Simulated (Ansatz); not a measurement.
# Preparing Al2O3 (R-3c) as a host crystal, part 2 of 2

Aim: the runs on the perfect crystal Al2O3 (R-3c) that a defect calculation needs first.

Ansatz 0.2.0; plane-wave PAW DFT, PBEsol; relaxation of the host's cell and atoms; PAW set soft_1 (the session's first sound run).

So far. Step 3 (Dielectric tensors of the host): The principal values of the electronic dielectric tensor are 3.26, 3.29 and 3.29. The principal values of the static dielectric tensor are 9.66, 9.66 and 11.75.

## 4. Defect free supercell relaxed in its symmetry

This cell, the one that will hold the defects, is built from the relaxed host. Its coarser k-points can move the atoms a little, so it is relaxed from the symmetric sites, as the reference for the test of stability.

This step: plane-wave PAW DFT, PBEsol; relaxation of the defect-free supercell in its symmetry; PAW set soft_1 (Ansatz 0.2.0).

System of this step: Al2O3 (R-3c). The cell holds 80 atoms: 32 Al and 48 O. Cell: a = 10.278 Å, b = 10.278 Å, c = 10.278 Å, α = 55.3°, β = 55.3°, γ = 55.3°.

pristine.symmetric/input.yaml reads:

```yaml
crystal:
  lattice:
    - [4.7733054486, 2.7558691857, 8.6752445018]
    - [-4.7733054486, 2.7558691857, 8.6752445018]
    - [0.0, -5.5117383714, 8.6752445018]
  atoms:
    - { symbol: Al, position: [0.3239765995, 0.3239765995, 0.3239765995] }
    - { symbol: Al, position: [0.4260234005, 0.4260234005, 0.4260234005] }
    - { symbol: Al, position: [0.0739765995, 0.0739765995, 0.0739765995] }
    - { symbol: Al, position: [0.1760234005, 0.1760234005, 0.1760234005] }
    - { symbol: O, position: [0.2220841464, 0.0279158536, 0.375] }
    - { symbol: O, position: [0.4720841464, 0.125, 0.2779158536] }
    - { symbol: O, position: [0.0279158536, 0.375, 0.2220841464] }
    - { symbol: O, position: [0.375, 0.2220841464, 0.0279158536] }
    - { symbol: O, position: [0.125, 0.2779158536, 0.4720841464] }
    - { symbol: O, position: [0.2779158536, 0.4720841464, 0.125] }
    - { symbol: Al, position: [0.3239765995, 0.3239765995, 0.8239765995] }
    - { symbol: Al, position: [0.4260234005, 0.4260234005, 0.9260234005] }
    - { symbol: Al, position: [0.0739765995, 0.0739765995, 0.5739765995] }
    - { symbol: Al, position: [0.1760234005, 0.1760234005, 0.6760234005] }
    - { symbol: O, position: [0.2220841464, 0.0279158536, 0.875] }
    - { symbol: O, position: [0.4720841464, 0.125, 0.7779158536] }
    - { symbol: O, position: [0.0279158536, 0.375, 0.7220841464] }
    - { symbol: O, position: [0.375, 0.2220841464, 0.5279158536] }
    - { symbol: O, position: [0.125, 0.2779158536, 0.9720841464] }
    - { symbol: O, position: [0.2779158536, 0.4720841464, 0.625] }
    - { symbol: Al, position: [0.3239765995, 0.8239765995, 0.3239765995] }
    - { symbol: Al, position: [0.4260234005, 0.9260234005, 0.4260234005] }
    - { symbol: Al, position: [0.0739765995, 0.5739765995, 0.0739765995] }
    - { symbol: Al, position: [0.1760234005, 0.6760234005, 0.1760234005] }
    - { symbol: O, position: [0.2220841464, 0.5279158536, 0.375] }
    - { symbol: O, position: [0.4720841464, 0.625, 0.2779158536] }
    - { symbol: O, position: [0.0279158536, 0.875, 0.2220841464] }
    - { symbol: O, position: [0.375, 0.7220841464, 0.0279158536] }
    - { symbol: O, position: [0.125, 0.7779158536, 0.4720841464] }
    - { symbol: O, position: [0.2779158536, 0.9720841464, 0.125] }
    - { symbol: Al, position: [0.3239765995, 0.8239765995, 0.8239765995] }
    - { symbol: Al, position: [0.4260234005, 0.9260234005, 0.9260234005] }
    - { symbol: Al, position: [0.0739765995, 0.5739765995, 0.5739765995] }
    - { symbol: Al, position: [0.1760234005, 0.6760234005, 0.6760234005] }
    - { symbol: O, position: [0.2220841464, 0.5279158536, 0.875] }
    - { symbol: O, position: [0.4720841464, 0.625, 0.7779158536] }
    - { symbol: O, position: [0.0279158536, 0.875, 0.7220841464] }
    - { symbol: O, position: [0.375, 0.7220841464, 0.5279158536] }
    - { symbol: O, position: [0.125, 0.7779158536, 0.9720841464] }
    - { symbol: O, position: [0.2779158536, 0.9720841464, 0.625] }
    - { symbol: Al, position: [0.8239765995, 0.3239765995, 0.3239765995] }
    - { symbol: Al, position: [0.9260234005, 0.4260234005, 0.4260234005] }
    - { symbol: Al, position: [0.5739765995, 0.0739765995, 0.0739765995] }
    - { symbol: Al, position: [0.6760234005, 0.1760234005, 0.1760234005] }
    - { symbol: O, position: [0.7220841464, 0.0279158536, 0.375] }
    - { symbol: O, position: [0.9720841464, 0.125, 0.2779158536] }
    - { symbol: O, position: [0.5279158536, 0.375, 0.2220841464] }
    - { symbol: O, position: [0.875, 0.2220841464, 0.0279158536] }
    - { symbol: O, position: [0.625, 0.2779158536, 0.4720841464] }
    - { symbol: O, position: [0.7779158536, 0.4720841464, 0.125] }
    - { symbol: Al, position: [0.8239765995, 0.3239765995, 0.8239765995] }
    - { symbol: Al, position: [0.9260234005, 0.4260234005, 0.9260234005] }
    - { symbol: Al, position: [0.5739765995, 0.0739765995, 0.5739765995] }
    - { symbol: Al, position: [0.6760234005, 0.1760234005, 0.6760234005] }
    - { symbol: O, position: [0.7220841464, 0.0279158536, 0.875] }
    - { symbol: O, position: [0.9720841464, 0.125, 0.7779158536] }
    - { symbol: O, position: [0.5279158536, 0.375, 0.7220841464] }
    - { symbol: O, position: [0.875, 0.2220841464, 0.5279158536] }
    - { symbol: O, position: [0.625, 0.2779158536, 0.9720841464] }
    - { symbol: O, position: [0.7779158536, 0.4720841464, 0.625] }
    - { symbol: Al, position: [0.8239765995, 0.8239765995, 0.3239765995] }
    - { symbol: Al, position: [0.9260234005, 0.9260234005, 0.4260234005] }
    - { symbol: Al, position: [0.5739765995, 0.5739765995, 0.0739765995] }
    - { symbol: Al, position: [0.6760234005, 0.6760234005, 0.1760234005] }
    - { symbol: O, position: [0.7220841464, 0.5279158536, 0.375] }
    - { symbol: O, position: [0.9720841464, 0.625, 0.2779158536] }
    - { symbol: O, position: [0.5279158536, 0.875, 0.2220841464] }
    - { symbol: O, position: [0.875, 0.7220841464, 0.0279158536] }
    - { symbol: O, position: [0.625, 0.7779158536, 0.4720841464] }
    - { symbol: O, position: [0.7779158536, 0.9720841464, 0.125] }
    - { symbol: Al, position: [0.8239765995, 0.8239765995, 0.8239765995] }
    - { symbol: Al, position: [0.9260234005, 0.9260234005, 0.9260234005] }
    - { symbol: Al, position: [0.5739765995, 0.5739765995, 0.5739765995] }
    - { symbol: Al, position: [0.6760234005, 0.6760234005, 0.6760234005] }
    - { symbol: O, position: [0.7220841464, 0.5279158536, 0.875] }
    - { symbol: O, position: [0.9720841464, 0.625, 0.7779158536] }
    - { symbol: O, position: [0.5279158536, 0.875, 0.7220841464] }
    - { symbol: O, position: [0.875, 0.7220841464, 0.5279158536] }
    - { symbol: O, position: [0.625, 0.7779158536, 0.9720841464] }
    - { symbol: O, position: [0.7779158536, 0.9720841464, 0.625] }
basis:
  ecutwfc: 420
  xc_grid: 2
hamiltonian:
  xc: pbesol
  pseudopotentials: { kind: paw, azcp: { folder: soft_1 }, xc_functional: pbe }
kpoints:
  mp_grid: { grid: [1, 1, 1] }
scf:
  occupations: { method: fermi_dirac, width: 0.01 }
  max_iter: 100
  lower_state_search: "off"
output:
  forces: true
relax:
  f_tol: 0.015
  max_steps: 60
  escape_saddle: false
checkpoint:
  write: "../pristine.symmetric.run"
  compress: false
  write_wavefunctions: false
  write_every: 100000
```

The run is started by

```bash
> ansatz run input.yaml --threads 32 --pin off --max-ram 84787MiB --backend cuda --events-out ev --progress --plain --runs-dir out --max-vram 78GiB
```

Numbers of over 12 decimals in the logs are rounded to 6 here.

The log of the run:

```text
[...]
device memory: the entry about to start is reckoned to put 3.0 GiB on a device that reports 176.7 GiB free (of which the cap on the GPU budget leaves the run 78.0 GiB)
GPU FFT provider: cuFFT
GPU libraries: cuBLAS 13.8.1, cuFFT 12.4.0, cuSOLVER 12.3.2
GPU matrix products: emulated (plane waves: as basis.precision tells), large ones in fixed point in workspaces of 1.00 GiB
Crystal: 80 atoms, lattice volume = 684.717 Å³
Basis set: ecut = 420 eV, 13355 PW (Γ), exchange–correlation on 144×144×144 points (8 copies of the dense FFT grid, shifted against one another)
Bands: 272, of which v1, the nominal top of the filled ones, is band 192 counted from 1 (191 counted from 0)
Symmetry: 96 space group operations
[...]
k-points: 1
[...]
GPU buffer pool allocated for 373248 grid points (all kernels)
GPU transforms: local potential and band sums: pruned to the plane-wave sphere, on 72×72×72
[...]
SCF iter   1: F=—  HF=-43856.643809 eV  |Δ(HF+E_count)|=         —  Δρ=1.18e-1  dr2=9.08e1  Hψ=1155
[...]
SCF iter   7: F=-43830.696223 eV  HF=-43830.696223 eV  |Δ(HF+E_count)|=   7.15e-6  Δρ=4.47e-6  dr2=9.71e-8  Hψ=699
SCF 1 converged in 7 iterations: F = -43830.696223 eV  dr2 = 9.71e-8
[...]
relax step   1: F+E_penalty+E_count = -43830.69622342 eV  Δ(F+E_penalty+E_count) = +0.000e0 eV  max|allowed force component| = 3.414e-2 eV/Å  Δτ_max = 0.0000 Å  (7 SCF iters, dr2 threshold 5.63e-6 eV, accepted)
[...]
relax step   2: F+E_penalty+E_count = -43830.69707953 eV  Δ(F+E_penalty+E_count) = -8.561e-4 eV  max|allowed force component| = 1.643e-2 eV/Å  Δτ_max = 0.0009 Å  (4 SCF iters, accepted)
SCF iter   1: F=—  HF=-43830.695794 eV  |Δ(HF+E_count)|=         —  Δρ=9.68e-5  dr2=7.68e-5  Hψ=515
[...]
SCF iter   4: F=-43830.697384 eV  HF=-43830.697384 eV  |Δ(HF+E_count)|=   2.25e-8  Δρ=2.32e-6  dr2=2.19e-8  Hψ=661
SCF 3 converged in 4 iterations: F = -43830.697384 eV  dr2 = 2.19e-8
relax step   3: F+E_penalty+E_count = -43830.69738379 eV  Δ(F+E_penalty+E_count) = -3.043e-4 eV  max|allowed force component| = 1.061e-2 eV/Å  Δτ_max = 0.0005 Å  (4 SCF iters, accepted)
SCF converged after 4 iterations
Free energy (F): -43830.697384 eV
[...]
Internal energy: -43830.697384 eV  (E = F + TS)
E sigma→0 (E₀):  -43830.697384 eV
Fermi energy:    10.533466 eV
[...]
--- Forces (eV/Å), atoms counted from 1 ---
  atom   1  Al    -0.00000000     0.00000000    -0.01060813
  atom   2  Al     0.00000000     0.00000000     0.01060813
  atom   3  Al    -0.00000000     0.00000000    -0.01060813
  atom   4  Al     0.00000000    -0.00000000     0.01060813
  atom   5  O     -0.00341054    -0.00000000    -0.00000000
  atom   6  O     -0.00170527    -0.00295361    -0.00000000
  [... 74 more lines of this table ...]
  max |Σ_I F_I| component: 4.34e-17 eV/Å
--- Relaxed structure (3 steps of the walk, 3 accepted, 0 SCFs on fresh bases) ---
  F+E_penalty+E_count = -43830.69738379 eV   max|allowed force component| = 1.061e-2 eV/Å
  atoms:
    - { symbol: Al, position: [0.323984, 0.323984, 0.323984] }
    - { symbol: Al, position: [0.426016, 0.426016, 0.426016] }
    - { symbol: Al, position: [0.073984, 0.073984, 0.073984] }
    - { symbol: Al, position: [0.176016, 0.176016, 0.176016] }
    - { symbol: O, position: [0.221941, 0.028059, 0.375000] }
    - { symbol: O, position: [0.471941, 0.125000, 0.278059] }
  [... 74 more lines of this table ...]
```

Wall time 1.5 s (1 × NVIDIA GB200 with 32 threads of Arm Neoverse V2, shared host); peak memory 1 GiB; 6.2 s of CPU time.

No atom moved by 0.005 Å in the relaxation.

## 5. Defect free supercell relaxed from displaced atoms

This step: plane-wave PAW DFT, PBEsol; relaxation of the defect-free supercell from random displacements, a test of the host's stability; PAW set soft_1 (Ansatz 0.2.0).

pristine.rattled/input.yaml, as its differences from pristine.symmetric/input.yaml of step 4:

```diff
@@ -102,6 +102,6 @@
   f_tol: 0.015
-  max_steps: 60
-  escape_saddle: false
+  max_steps: 120
+  random_displacement: { amplitude: 0.06, seed: 7065 }
 checkpoint:
-  write: "../pristine.symmetric.run"
+  write: "../pristine.rattled.run"
   compress: false
```

The log of the run:

```text
[...]
Crystal: 80 atoms, lattice volume = 684.717 Å³
Basis set: ecut = 420 eV, 13355 PW (Γ), exchange–correlation on 144×144×144 points (8 copies of the dense FFT grid, shifted against one another)
Bands: 272, of which v1, the nominal top of the filled ones, is band 192 counted from 1 (191 counted from 0)
Symmetry: 1 space group operations
k-points: 1
[...]
SCF iter   1: F=—  HF=-43854.557087 eV  |Δ(HF+E_count)|=         —  Δρ=1.19e-1  dr2=9.30e1  Hψ=1155
[...]
SCF iter   2: F=—  HF=-43829.485968 eV  |Δ(HF+E_count)|=    2.51e1  Δρ=4.19e-2  dr2=6.06e0  Hψ=511
[...]
SCF iter   9: F=-43827.898828 eV  HF=-43827.898828 eV  |Δ(HF+E_count)|=   1.39e-6  Δρ=4.87e-6  dr2=8.74e-8  Hψ=684
SCF 1 converged in 9 iterations: F = -43827.898828 eV  dr2 = 8.74e-8
[...]
relax step   1: F+E_penalty+E_count = -43827.89882826 eV  Δ(F+E_penalty+E_count) = +0.000e0 eV  max|allowed force component| = 2.184e0 eV/Å  Δτ_max = 0.0000 Å  (9 SCF iters, dr2 threshold 5.63e-6 eV, accepted)
[...]
relax step   2: F+E_penalty+E_count = -43829.68557261 eV  Δ(F+E_penalty+E_count) = -1.787e0 eV  max|allowed force component| = 1.174e0 eV/Å  Δτ_max = 0.0499 Å  (5 SCF iters, dr2 threshold 1.00e-4 eV, accepted)
relax step   3: F+E_penalty+E_count = -43830.69706517 eV  Δ(F+E_penalty+E_count) = -1.011e0 eV  max|allowed force component| = 2.612e-2 eV/Å  Δτ_max = 0.0565 Å  (5 SCF iters, dr2 threshold 8.62e-5 eV, accepted)
relax step   4: F+E_penalty+E_count = -43830.69707643 eV  Δ(F+E_penalty+E_count) = -1.126e-5 eV  max|allowed force component| = 2.648e-2 eV/Å  Δτ_max = 0.0000 Å  (4 SCF iters, accepted)
[...]
SCF iter   1: F=—  HF=-43830.695856 eV  |Δ(HF+E_count)|=         —  Δρ=1.61e-4  dr2=1.50e-4  Hψ=516
[...]
SCF iter   2: F=—  HF=-43830.695823 eV  |Δ(HF+E_count)|=   3.32e-5  Δρ=8.27e-5  dr2=4.05e-5  Hψ=313
[...]
SCF iter   5: F=-43830.697492 eV  HF=-43830.697492 eV  |Δ(HF+E_count)|=   1.70e-8  Δρ=1.35e-6  dr2=9.88e-9  Hψ=681
SCF 5 converged in 5 iterations: F = -43830.697492 eV  dr2 = 9.88e-9
[...]
relax step   5: F+E_penalty+E_count = -43830.69749208 eV  Δ(F+E_penalty+E_count) = -4.156e-4 eV  max|allowed force component| = 5.616e-4 eV/Å  Δτ_max = 0.0024 Å  (5 SCF iters, accepted)
SCF converged after 5 iterations
Free energy (F): -43830.697492 eV
[...]
Internal energy: -43830.697492 eV  (E = F + TS)
E sigma→0 (E₀):  -43830.697492 eV
Fermi energy:    10.533706 eV
[...]
--- Forces (eV/Å), atoms counted from 1 ---
  atom   1  Al    -0.00013703    -0.00025152     0.00043285
  atom   2  Al     0.00035349    -0.00016527    -0.00051103
  atom   3  Al    -0.00016465     0.00017705    -0.00006857
  atom   4  Al     0.00013729     0.00012573    -0.00038482
  atom   5  O      0.00006140    -0.00032494     0.00019157
  atom   6  O      0.00022566     0.00023839    -0.00031629
  [... 74 more lines of this table ...]
  max |Σ_I F_I| component: 5.69e-6 eV/Å
--- Relaxed structure (5 steps of the walk, 5 accepted, 0 SCFs on fresh bases) ---
  F+E_penalty+E_count = -43830.69749208 eV   max|allowed force component| = 5.616e-4 eV/Å
  atoms:
    - { symbol: Al, position: [0.324211, 0.323400, 0.324879] }
    - { symbol: Al, position: [0.426287, 0.425477, 0.426962] }
    - { symbol: Al, position: [0.074208, 0.073397, 0.074882] }
    - { symbol: Al, position: [0.176284, 0.175476, 0.176961] }
    - { symbol: O, position: [0.222180, 0.027505, 0.375919] }
    - { symbol: O, position: [0.472177, 0.124437, 0.278993] }
  [... 74 more lines of this table ...]
```

Wall time 2.5 s (1 × NVIDIA GB200 with 32 threads); peak memory 1 GiB.

Step by step:

```csv
step,energy less that of the first step (eV),largest force component (eV/Å)
1,0.0000,2.1841
2,-1.7867,1.1742
3,-2.7982,0.0261
4,-2.7982,0.0265
5,-2.7987,0.0006
```

The relaxation ends 35 meV an atom lower than the displaced start, with a largest force component of 5.6e-4 eV/Å.

## 6. Host on a dense mesh

This step: plane-wave PAW DFT, PBEsol; single point of the defect-free host, a test of the k-point sampling; PAW set soft_1 (Ansatz 0.2.0).

System of this step: Al2O3 (R-3c). It takes space group R-3c (No. 167, trigonal). Conventional cell: a = 4.773 Å, b = 4.773 Å, c = 13.013 Å, α = 90.00°, β = 90.00°, γ = 120.00°. Nearest to Al lie 6 O at 1.86 to 1.97 Å. Nearest to O lie 4 Al at 1.86 to 1.97 Å. Farther neighbours and most contacts between anions are not listed.

dense/input.yaml reads:

```yaml
crystal:
  lattice:
    - [2.3866527243, 1.3779345928, 4.3376222509]
    - [-2.3866527243, 1.3779345928, 4.3376222509]
    - [0.0, -2.7558691857, 4.3376222509]
  atoms:
    - { symbol: Al, position: [0.647953199, 0.647953199, 0.647953199] }
    - { symbol: Al, position: [0.852046801, 0.852046801, 0.852046801] }
    - { symbol: Al, position: [0.147953199, 0.147953199, 0.147953199] }
    - { symbol: Al, position: [0.352046801, 0.352046801, 0.352046801] }
    - { symbol: O, position: [0.4441682928, 0.0558317072, 0.75] }
    - { symbol: O, position: [0.9441682928, 0.25, 0.5558317072] }
    - { symbol: O, position: [0.0558317072, 0.75, 0.4441682928] }
    - { symbol: O, position: [0.75, 0.4441682928, 0.0558317072] }
    - { symbol: O, position: [0.25, 0.5558317072, 0.9441682928] }
    - { symbol: O, position: [0.5558317072, 0.9441682928, 0.25] }
basis:
  ecutwfc: 420
  xc_grid: 2
hamiltonian:
  xc: pbesol
  pseudopotentials: { kind: paw, azcp: { folder: soft_1 }, xc_functional: pbe }
kpoints:
  mp_grid: { grid: [7, 7, 7] }
scf:
  occupations: { method: fermi_dirac, width: 0.01 }
  max_iter: 100
  lower_state_search: "off"
checkpoint:
  write: "../dense.run"
  compress: false
  write_wavefunctions: false
  write_every: 100000
```

The log of the run:

```text
[...]
GPU FFT provider: cuFFT
GPU libraries: cuBLAS 13.8.1, cuFFT 12.4.0, cuSOLVER 12.3.2
[...]
Crystal: 10 atoms, lattice volume = 85.590 Å³
Basis set: ecut = 420 eV, 1653 PW (Γ), exchange–correlation on 72×72×72 points (8 copies of the dense FFT grid, shifted against one another)
Bands: 34, of which v1, the nominal top of the filled ones, is band 24 counted from 1 (23 counted from 0)
Symmetry: 12 space group operations
[...]
k-points: 44 of 343
[...]
GPU buffer pool allocated for 46656 grid points (all kernels)
[...]
SCF iter   1: F=—  HF=-5482.115043 eV  |Δ(HF+E_count)|=         —  Δρ=1.18e-1  dr2=1.13e1  Hψ=7608
[...]
SCF iter   7: F=-5478.895609 eV  HF=-5478.895609 eV  |Δ(HF+E_count)|=   7.88e-7  Δρ=4.51e-6  dr2=1.26e-8  Hψ=3358
SCF 1 converged in 7 iterations: F = -5478.895609 eV  dr2 = 1.26e-8
[...]
SCF converged after 7 iterations
Free energy (F): -5478.895609 eV
[...]
Internal energy: -5478.895609 eV  (E = F + TS)
E sigma→0 (E₀):  -5478.895609 eV
Fermi energy:    10.526877 eV
[...]
```

It took 1.1 s on 1 × NVIDIA GB200 with 32 threads; peak memory 0.97 GiB.

## 7. Defect free supercell at the zone centre

The supercell is run at the zone centre, to see how far that sampling misses the dense mesh.

System of this step: Al2O3 (R-3c). The cell holds 80 atoms: 32 Al and 48 O. Cell: a = 10.278 Å, b = 10.278 Å, c = 10.278 Å, α = 55.3°, β = 55.3°, γ = 55.3°.

pristine.sampling_gamma/input.yaml, as its differences from pristine.rattled/input.yaml of step 5:

```diff
@@ -98,10 +98,4 @@
   lower_state_search: "off"
-output:
-  forces: true
-relax:
-  f_tol: 0.015
-  max_steps: 120
-  random_displacement: { amplitude: 0.06, seed: 7065 }
 checkpoint:
-  write: "../pristine.rattled.run"
+  write: "../pristine.sampling_gamma.run"
   compress: false
```

The log of the run:

```text
[...]
GPU FFT provider: cuFFT
GPU libraries: cuBLAS 13.8.1, cuFFT 12.4.0, cuSOLVER 12.3.2
[...]
Crystal: 80 atoms, lattice volume = 684.717 Å³
Basis set: ecut = 420 eV, 13355 PW (Γ), exchange–correlation on 144×144×144 points (8 copies of the dense FFT grid, shifted against one another)
Bands: 272, of which v1, the nominal top of the filled ones, is band 192 counted from 1 (191 counted from 0)
Symmetry: 96 space group operations
[...]
k-points: 1
[...]
GPU buffer pool allocated for 373248 grid points (all kernels)
[...]
SCF iter   1: F=—  HF=-43856.643812 eV  |Δ(HF+E_count)|=         —  Δρ=1.18e-1  dr2=9.08e1  Hψ=1155
[...]
SCF iter   8: F=-43830.696223 eV  HF=-43830.696223 eV  |Δ(HF+E_count)|=   3.50e-8  Δρ=5.10e-7  dr2=1.28e-9  Hψ=494
SCF 1 converged in 8 iterations: F = -43830.696223 eV  dr2 = 1.28e-9
[...]
SCF converged after 8 iterations
Free energy (F): -43830.696223 eV
[...]
Internal energy: -43830.696223 eV  (E = F + TS)
E sigma→0 (E₀):  -43830.696223 eV
Fermi energy:    10.530725 eV
[...]
```

Elapsed: 0.97 s, on 1 × NVIDIA GB200 with 32 threads; peak memory 1.1 GiB; 2.4 s of CPU time.

## 8. What came out

* primitive cell vectors, lengths: 5.139, 5.139, 5.139 Å
* electronic dielectric constant: principal values (3.26, 3.29, 3.29)
* static dielectric constant: principal values (9.66, 9.66, 11.75)
* gap on the k-mesh of the response run (PBEsol): 6.04 eV
* supercell relaxed in its symmetry less the displaced and relaxed one: 0.000 eV
* energy an atom at the zone centre alone less that on the dense mesh: 0.006 eV

In words: Step 5: The energy fell by 2.799 eV from the randomly displaced start; the atoms end within 0.005 Å of the sites as typed, once the mean shift is taken out. The displaced cell ends within 0.01 eV of the symmetric one relaxed in its symmetry, so no lower structure shows in this supercell. The k-mesh can miss the band edges, so this gap is an upper bound at this level. All at zero temperature.

[Logs are printed without paths, hosts, clocks, repeated set-up lines and the standing remarks that a program may print on its own settings, such as how far it seeks lower states.]

[Hosts, paths, dates, database ids (printed as entryN), source tags and the programs' standing remarks are cut or masked in the printed files.]

[Runs of the host that timed out are not shown.]

[For some hosts the program warned that the k-mesh of the response run may be too coarse for force constants and the static dielectric constant; such warnings are not always shown.]
